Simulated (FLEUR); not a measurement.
## BeS under changes of volume

One of the cells (14.261 Å³/atom); the others are scaled copies at fixed shape and fractional positions:

```xyz
2
Lattice="0.0000 2.4250 2.4250 2.4250 0.0000 2.4250 2.4250 2.4250 0.0000" Properties=species:S:1:pos:R:3 pbc="T T T"
S     3.6375    3.6375    3.6375
Be    0.0000    0.0000    0.0000
```

- Program: FLEUR MaX-R8.1 (later development tree)
- Functional: PBE
- Potentials or basis: all-electron
- Basis: FLAPW
- Kmax: 4.35 1/bohr
- k mesh: 9 × 9 × 9
- Occupations: fermi-dirac, width 0.05 eV
- Spin: no spin polarisation

| volume (Å³/atom) | energy over the lowest point (meV/atom) | gap on the mesh (eV) |
| --- | --- | --- |
| 13.405 | 26.62 | 3.06 |
| 13.690 | 13.99 | 3.11 |
| 13.975 | 5.58 | 3.16 |
| 14.261 | 1.05 | 3.20 |
| 14.546 | 0.00 | 3.25 |
| 14.831 | 2.18 | 3.28 |
| 15.116 | ? | ? |

What does the run at 15.116 Å³/atom give?

Energy over the lowest point 7.26 meV/atom; gap on the mesh 3.32 eV.

Worked out: A Birch-Murnaghan fit of order 3 (a polynomial in V^(-2/3)) to the other rows has its minimum at 14.49 Å³/atom with B0 = V·E''(V) = 93 GPa and B' = 3.7. It gives 7.25 meV/atom at 15.116 Å³/atom, against the run's 7.26. A straight line through the other rows of the gap, of slope 2.21 eV per unit of ln V, extrapolates to 3.33 eV, against the run's 3.32.

Energies are extrapolated to zero smearing.

Caveats: the plane-wave cutoff is short for the semicore states, which can make moduli rough; an odd mesh through Γ misses points on the zone boundary, where band edges often lie.
